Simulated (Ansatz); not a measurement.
WSi$_{2}$: strain energy, fitted

WSi$_{2}$, I4/mmm, a = 3.211 Å, c = 7.805 Å. Ansatz: r2SCAN, PAW, 500 eV, Γ-centred 12×12×6 mesh on 6 atoms, Gaussian smearing 0.10 eV; no spin polarisation. Series: uniaxial strain along a, with b, c and atoms relaxed; x is the strain in per cent. y is the free energy over the unstrained cell, V0 = 13.414 Å³/atom.

| x (%) | y (meV/atom) |
| --- | --- |
| -4.5 | 36.69 |
| -3.0 | 15.81 |
| -1.5 | ? |
| 0.0 | 0.00 |
| 1.5 | 3.58 |
| 3.0 | 14.23 |
| 4.5 | 31.44 |

**Question.** Fit y = c2 x² + c3 x³ to the other rows, turn c2 into a modulus, and predict the missing energy.

**Answer.** Least squares on the rows shown. y = 1.6798 x² − 0.028862 x³. In eV per unit strain² c2 is 16.80; this is Young's modulus along the axis (E = ½ Y V0 ε²): 2 × 16.80 × 160.2 / (13.414) = 401 GPa. At x = -1.5 the fit asked for gives 3.88 meV/atom. The run gave 3.78 meV/atom, so the fit is 0.10 meV/atom too high, within twice the rms miss on the fitted rows (0.08 meV/atom).

Spin–orbit coupling is left out, which can shift energies with elements as heavy as these.